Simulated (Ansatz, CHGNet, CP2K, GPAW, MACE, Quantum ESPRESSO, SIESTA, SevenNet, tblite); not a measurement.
# Quantum ESPRESSO runs on ScB2(011) slab (81 atoms)

How near does Quantum ESPRESSO come to plane waves for ScB2(011) slab (81 atoms)?

Main program and level: Quantum ESPRESSO 7.5; the method is named at each step.

## 1. The structure

The cell holds 81 atoms: 27 Sc and 54 B. Cell: a = 9.450 Å, b = 14.171 Å, c = 19.031 Å, α = 90.0°, β = 90.0°, γ = 70.5°. It derives from ScB2 (P6/mmm (measured, COD)). P6/mmm (COD entry) ScB2 (cell 3.15, 3.15, 3.52, 90, 90, 120), (011) slab of 3 repeat layers, 3 x 3 surface cells, 14 Å of vacuum; atoms within 1.94 Å of the bottom held; every coordinate displaced by a Gaussian of 0.09 Å. Then every atom was moved at random, 0.05 Å r.m.s. a Cartesian component. Vacuum lies along c.

The yardstick, on the same geometry:

| Property | Result |
| --- | --- |
| method | Kohn-Sham DFT, PBE, PAW, plane waves (Ansatz 0.2.0); cutoff 420 eV, Γ point, fermi-dirac smearing of 0.05 eV; PAW set soft_2 |
| r.m.s. force component | 1.457 eV/Å |
| longest force | 5 eV/Å |
| SCF cycles | 11 |
| time | 14 s on 8 threads of Arm Neoverse V2, shared host |
| CPU time | 1.7 min |

## 2. PBE, sssp-1.3.0-efficiency, 60/480 Ry

Method: Kohn-Sham DFT, PBE, SSSP efficiency 1.3.0 pseudopotentials, plane waves.

pw.in reads:

```
&control
  calculation = 'scf'
  pseudo_dir = './pseudo'
  outdir = './tmp'
  disk_io = 'none'
  tprnfor = .true.
/
&system
  ibrav = 0
  nat = 81
  ntyp = 2
  ecutwfc = 60
  ecutrho = 480
  nosym = .true.
  occupations = 'smearing'
  smearing = 'fd'
  degauss = 0.003675
/
&electrons
  conv_thr = 4.0e-07
  electron_maxstep = 100
  mixing_beta = 0.2
  mixing_mode = 'local-TF'
  diagonalization = 'david'
/
ATOMIC_SPECIES
Sc 44.956 Sc.upf
B 10.810 B.upf
CELL_PARAMETERS angstrom
9.45000 0.00000 0.00000
4.72500 13.36003 0.00000
0.00000 0.00000 19.03125
ATOMIC_POSITIONS crystal
Sc 0.97911 0.33541 0.38429
B 0.91489 0.16950 0.40660
B 0.08147 0.13603 0.36871
Sc 0.09520 0.12749 0.50046
B 0.00421 0.30361 0.52574
B 0.84690 0.26202 0.48460
Sc 0.85035 0.23983 0.61339
B 0.08207 0.10459 0.62475
B 0.97674 0.05188 0.60039
Sc 0.31373 0.31974 0.38159
B 0.21259 0.19567 0.40070
B 0.42324 0.14234 0.36748
Sc 0.40572 0.12328 0.50756
B 0.32281 0.29628 0.51325
B 0.18790 0.27014 0.48045
Sc 0.18801 0.25433 0.61369
B 0.43266 0.10438 0.63950
B 0.29734 0.04654 0.59208
Sc 0.99440 0.67169 0.39430
B 0.91009 0.50740 0.40636
B 0.07095 0.48488 0.36475
Sc 0.09337 0.45976 0.49624
B 0.99424 0.63299 0.51967
B 0.85133 0.60098 0.48075
Sc 0.87657 0.56585 0.60968
B 0.09819 0.43397 0.63383
B 0.94546 0.38523 0.59094
Sc 0.66065 0.32928 0.38829
B 0.54370 0.17951 0.41053
B 0.75538 0.13389 0.36954
Sc 0.76732 0.11916 0.50853
B 0.66047 0.29661 0.51961
B 0.52412 0.25606 0.48953
Sc 0.55187 0.23895 0.60925
B 0.77536 0.09450 0.63660
B 0.61802 0.04202 0.60724
Sc 0.32675 0.66483 0.38051
B 0.24180 0.50933 0.40305
B 0.42477 0.46838 0.36909
Sc 0.43057 0.44572 0.50294
B 0.33827 0.64166 0.50748
B 0.21175 0.59585 0.47409
Sc 0.20456 0.57967 0.61568
B 0.42554 0.42495 0.63023
B 0.27993 0.39610 0.59261
Sc 0.98814 0.99897 0.38178
B 0.90193 0.83680 0.40465
B 0.07829 0.81173 0.35967
Sc 0.12310 0.77101 0.49808
B 0.98610 0.98141 0.51963
B 0.85208 0.93962 0.48072
Sc 0.86678 0.91777 0.61552
B 0.08850 0.77676 0.63054
B 0.93567 0.71717 0.58648
Sc 0.64618 0.66935 0.39167
B 0.55568 0.51201 0.40544
[... 21 atom lines left out ...]
B 0.52390 0.93528 0.47467
Sc 0.53029 0.91249 0.60584
B 0.76165 0.76162 0.64135
B 0.64895 0.72361 0.59622
K_POINTS gamma
```

Launch:

```
OMP_NUM_THREADS=1 mpirun -np 4 pw.x -in pw.in > output.txt
```

Log:

```text
Program PWSCF
     gamma-point specific algorithms are used
     one sub-group per band group will be used
     scalapack distributed-memory algorithm (size of sub-group:  2*  2 procs)
     Parallelization info
     sticks:   dense  smooth     PW     G-vecs:    dense   smooth      PW
     Min        4307    2150    536               719896   254418   31797
     Max        4308    2151    538               719900   254423   31800
     Sum       17231    8601   2149              2879593  1017681  127193
     bravais-lattice index     =            0
     lattice parameter (alat)  =      17.8579  a.u.
     unit-cell volume          =   16214.4849 (a.u.)^3
     number of atoms/cell      =           81
     number of atomic types    =            2
     number of electrons       =       459.00
     number of Kohn-Sham states=          276
     kinetic-energy cutoff     =      60.0000  Ry
     charge density cutoff     =     480.0000  Ry
     scf convergence threshold =      4.0E-07
     mixing beta               =       0.2000
     number of iterations used =            8  local-TF  mixing
     Exchange-correlation=  SLA  PW   PBX  PBC
                           (   1   4   3   4   0   0   0)
     crystal axes: (cart. coord. in units of alat)
               a(1) = (   1.000000   0.000000   0.000000 )
               a(2) = (   0.500000   1.413760   0.000000 )
               a(3) = (   0.000000   0.000000   2.013889 )
     reciprocal axes: (cart. coord. in units 2 pi/alat)
               b(1) = (  1.000000 -0.353667  0.000000 )
               b(2) = (  0.000000  0.707334  0.000000 )
               b(3) = (  0.000000  0.000000  0.496552 )
     PseudoPot. # 1 for Sc:
     Pseudo is Norm-conserving, Zval = 11.0
     PseudoPot. # 2 for B :
     Pseudo is Ultrasoft + core correction, Zval =  3.0
     atomic species   valence    mass     pseudopotential
     Sc               11.00    44.95600     Sc( 1.00)
     B                 3.00    10.81000     B ( 1.00)
     No symmetry found
   Cartesian axes
     number of k points=     1  Fermi-Dirac smearing, width (Ry)=  0.0037
                       cart. coord. in units 2pi/alat
        k(    1) = (   0.0000000   0.0000000   0.0000000), wk =   2.0000000
     Dense  grid:  1439797 G-vectors     FFT dimensions: ( 125, 192, 256)
     Smooth grid:   508841 G-vectors     FFT dimensions: (  90, 135, 180)
     Initial potential from superposition of free atoms
     starting charge     458.9135, renormalised to     459.0000
     negative rho (up, down):  3.311E-04 0.000E+00
     Starting wfcs are  486 randomized atomic wfcs
     Self-consistent Calculation
     iteration #  1     ecut=    60.00 Ry     beta= 0.20
     negative rho (up, down):  1.349E-08 0.000E+00
     total energy              =   -2829.74755087 Ry
     estimated scf accuracy    <      20.17717902 Ry
     iteration #  2     ecut=    60.00 Ry     beta= 0.20
     total energy              =   -2823.17345597 Ry
     estimated scf accuracy    <      16.02547417 Ry
     iteration #  3     ecut=    60.00 Ry     beta= 0.20
     total energy              =   -2826.29152133 Ry
     estimated scf accuracy    <       2.49105203 Ry
     iteration #  4     ecut=    60.00 Ry     beta= 0.20
     total energy              =   -2826.66054482 Ry
     estimated scf accuracy    <       1.55973640 Ry
     iteration #  5     ecut=    60.00 Ry     beta= 0.20
     total energy              =   -2826.42867826 Ry
     estimated scf accuracy    <       1.35300084 Ry
     iteration #  6     ecut=    60.00 Ry     beta= 0.20
     total energy              =   -2826.49287581 Ry
     estimated scf accuracy    <       0.64619586 Ry
[...]
negative rho (up, down):  4.502E-05 0.000E+00
[...]
negative rho (up, down):  6.973E-04 0.000E+00
[...]
negative rho (up, down):  1.558E-01 0.000E+00
[...]
negative rho (up, down):  1.083E-01 0.000E+00
[...]
total energy              =   -2826.35998185 Ry
[...]
iteration # 22     ecut=    60.00 Ry     beta= 0.20
     negative rho (up, down):  5.668E-05 0.000E+00
     total energy              =   -2826.35998396 Ry
     estimated scf accuracy    <       0.00000164 Ry
     iteration # 23     ecut=    60.00 Ry     beta= 0.20
     total energy              =   -2826.35998341 Ry
     estimated scf accuracy    <       0.00000041 Ry
     iteration # 24     ecut=    60.00 Ry     beta= 0.20
     negative rho (up, down):  1.082E-08 0.000E+00
     End of self-consistent calculation
          k = 0.0000 0.0000 0.0000 ( 63597 PWs)   bands (ev):
   -47.6622 -47.6463 -47.6278 -47.6259 -47.6125 -47.5855 -47.4995 -47.4951
   -47.4761 -47.4750 -47.3776 -47.3767 -47.3610 -47.3283 -47.2761 -47.2537
   -47.2032 -47.0231 -46.9603 -46.8973 -46.8640 -46.8579 -46.7849 -46.7684
   -46.7444 -46.6684 -46.6649 -26.4928 -26.4871 -26.4339 -26.4305 -26.4216
   -26.3894 -26.3549 -26.3301 -26.3172 -26.3114 -26.2981 -26.2937 -26.2862
   -26.2731 -26.2667 -26.2483 -26.2395 -26.2354 -26.2314 -26.2237 -26.2202
[...]
2.5432   2.6020   2.8735   2.9541   3.0034   3.0360   3.1417   3.1922
     3.3553   3.4176   3.4595   3.5460   3.6142   3.6615   3.7031   3.8051
     3.8415   3.8791   3.9909   4.0204   4.0545   4.0663   4.1327   4.1689
     4.1923   4.2092   4.2362   4.3052
     the Fermi energy is     1.3278 ev
!    total energy              =   -2826.35998419 Ry
     estimated scf accuracy    <       0.00000020 Ry
     smearing contrib. (-TS)   =      -0.02297356 Ry
     internal energy E=F+TS    =   -2826.33701063 Ry
     The total energy is F=E-TS. E is the sum of the following terms:
     one-electron contribution =  -16269.43263339 Ry
     hartree contribution      =    8150.88145268 Ry
     xc contribution           =    -481.65333444 Ry
     ewald contribution        =    5773.86750452 Ry
     convergence has been achieved in  24 iterations
     negative rho (up, down):  1.082E-08 0.000E+00
     Forces acting on atoms (cartesian axes, Ry/au):
     atom    1 type  1   force =    -0.00900258   -0.03014420   -0.00798110
     atom    2 type  2   force =    -0.10283193    0.05845502   -0.00814292
     atom    3 type  2   force =     0.05078872    0.04188744    0.06517466
     atom    4 type  1   force =    -0.03430409   -0.04717921    0.00167596
     atom    5 type  2   force =    -0.04253287   -0.00109301   -0.07448850
     atom    6 type  2   force =     0.04466383    0.01180841   -0.02920863
[...]
atom   79 type  1   force =    -0.01499296   -0.04253155    0.05245732
     atom   80 type  2   force =     0.06724081    0.01624573   -0.08032280
     atom   81 type  2   force =    -0.11605117   -0.03885403   -0.01061886
     Total force =     0.883617     Total SCF correction =     0.000543
     Message from routine punch:
     Nothing written, as per user request (disk_io='none')
```

The job ended after 6.4 min (4 MPI ranks of Arm Neoverse V2, shared host; peak memory 6.5 GiB; 26 min of CPU time).

Banners, paths, timers and routine set-up lines are dropped from the logs unmarked, and long logs keep their key lines alone; longer cuts are marked.

Numbers from this run, and their distance from the reference:

```yaml
r_m_s_force_component: 1.457 eV/Å
r_m_s_difference_of_force_components: 13.34 meV/Å
longest_difference_of_force_vectors: 67.35 meV/Å
force_difference_over_r_m_s_force: 0.9158 %
slope_of_forces_against_the_reference_s: 1
correlation_of_force_components: 1
```

Length of the force difference by element (eV/Å):

| element | atoms | mean | most |
| --- | --- | --- | --- |
| B | 54 | 0.023 | 0.067 |
| Sc | 27 | 0.014 | 0.024 |

A closer look about B81, which has 7 bonded neighbours where the commonest count for B is 8: 10 atoms, nearest first, numbered in the order of the input, with positions taken from that point.

| atom | x | y | z | distance (Å) | bonds | Fx | Fy | Fz (eV/Å) |
| --- | --- | --- | --- | --- | --- | --- | --- | --- |
| B81 | 0.00 | 0.00 | 0.00 | 0.00 | 7 | -2.98 | -1.00 | -0.27 |
| B80 | 1.24 | 0.51 | 0.86 | 1.60 | 6 | 1.73 | 0.42 | -2.07 |
| B59 | -0.13 | -1.32 | -1.35 | 1.90 | 9 | -1.58 | 3.07 | -0.07 |
| B71 | -1.93 | 0.66 | 0.76 | 2.18 | 5 | 0.03 | -1.01 | -1.98 |
| Sc76 | 1.32 | 0.75 | -1.91 | 2.44 | 12 | 0.38 | 1.34 | 0.33 |
| Sc79 | -0.23 | 2.52 | 0.18 | 2.54 | 9 | -0.39 | -1.09 | 1.35 |
| Sc25 | 1.41 | -2.11 | 0.26 | 2.55 | 9 | -0.62 | 0.89 | 1.75 |
| Sc67 | -1.70 | 0.78 | -1.79 | 2.59 | 12 | -0.83 | 0.40 | 0.36 |
| B54 | 2.68 | -0.09 | -0.19 | 2.69 | 7 | 2.04 | 1.14 | 2.09 |
| Sc61 | -1.85 | -2.01 | 0.35 | 2.75 | 9 | 0.83 | -0.18 | 0.66 |

Forces lie 0.92 % from the reference's, at 15 times its CPU time (on 4 against 8 cores).

## 3. Summary of results

```
force difference from the reference : QE PBE, sssp-1.3.0-efficiency, 60/480 Ry, 0.92 %
its CPU time                        : 26 min
```

PBE on plane waves or a grid with other potentials, cutoffs or grids differs from the reference by 0.92 % (QE PBE, sssp-1.3.0-efficiency, 60/480 Ry) of the r.m.s. force; this holds the reference's own error, so differences of a few per cent don't tell which side is nearer the exact PBE result (QE's 60 Ry are 816 eV, against the reference's 420 eV). The electron count is odd in Ansatz plane waves (reference) and QE PBE, sssp-1.3.0-efficiency, 60/480 Ry, and they have no spin polarisation, so the unpaired electron is spread evenly over both spins. The published positions, changed by the recipe (random displacements or longer bonds to H), lie far from the minimum at this level of theory. The electron count is odd and the run has no spin polarisation, so levels at the top are partly filled by construction. The electronic-structure runs sample only Γ, in a cell whose shortest periodic width is 9 Å, which is coarse for a cell with partly filled levels.

[Also dropped from logs without a mark: logging warnings of Python, and SIESTA's first energy breakdown and zero terms.]

[Logs are printed without paths, hosts, clocks, repeated set-up lines and the standing remarks that a program may print on its own settings, such as how far it seeks lower states.]

[Hosts, paths, dates, database ids (printed as entryN), source tags and the programs' standing remarks are cut or masked in the printed files.]
